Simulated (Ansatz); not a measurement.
Runs of Ansatz 0.2.0 on TePb. It takes space group Fm-3m (No. 225, cubic). The conventional cell has a = 6.462 Å, b = 6.462 Å, c = 6.462 Å, α = 90.00°, β = 90.00°, γ = 90.00°. Around Pb (site symmetry m-3m) lie 6 Te at 3.23 Å. Te (site symmetry m-3m) has 6 Pb at 3.23 Å as nearest neighbours. 

| task | level | potentials or basis | spin | cell | k mesh | cutoff (eV) | smearing | basis error allowed | mesh quality | gap on the mesh (eV) | pressure (GPa) |
| --- | --- | --- | --- | --- | --- | --- | --- | --- | --- | --- | --- |
| relaxation of the atoms | PBE-LDA | all-electron LAPW, scalar-relativistic | off | atoms relaxed from: atoms moved at random, drawn with an rms of 0.02 Å | 5 × 5 × 5 | - | fixed | 0.002 eV/atom | not flagged | 1.38 | 7.2 |
| single point | PBE | all-electron LAPW, scalar-relativistic | off | as given | 4 × 4 × 4 | 156 | fermi-dirac 0.02 eV | 0.003 eV/atom | coarse | 0.73 | 2.2 |
| band structure | RPBE+D4 | all-electron LAPW, scalar-relativistic | off | as given | 7 × 7 × 7 | 194 | tetrahedron | 0.0005 eV/atom | not flagged | - | 0.0 |
| relaxation of cell and atoms | RPBE+D3(BJ) | all-electron LAPW, relativistic spinors | non-collinear, ferromagnetic start, SOC | relaxed from: volume scaled by 0.8 | 5 × 5 × 5 | - | gaussian 0.05 eV | 0.0005 eV/atom | not flagged | - | 0.0 |
| elastic constants | RPBE | all-electron LAPW, scalar-relativistic | off | as given | 5 × 5 × 5 | 194 | fixed | 0.001 eV/atom | not flagged | - | (a) |

Task: Estimate the missing entries.

Result: (a) 3.7.

Caveats: some runs use coarse meshes; spin-orbit coupling is left out, which as a rule narrows the gap of such compounds by several tenths of an eV (some runs); an odd mesh through Γ misses points on the zone boundary, where band edges often lie (some runs); spin-orbit coupling is left out, which moves the levels of the heavy elements (some runs); with tetrahedron occupations forces and stress needn't match the slope of the energy (some runs); the starting moments weren't kept (some runs); the cell is more than 3 GPa from zero pressure, which shifts response properties (some runs).

A k mesh can miss the band edges, and rows without SOC leave out spin-orbit coupling on Pb, Te.
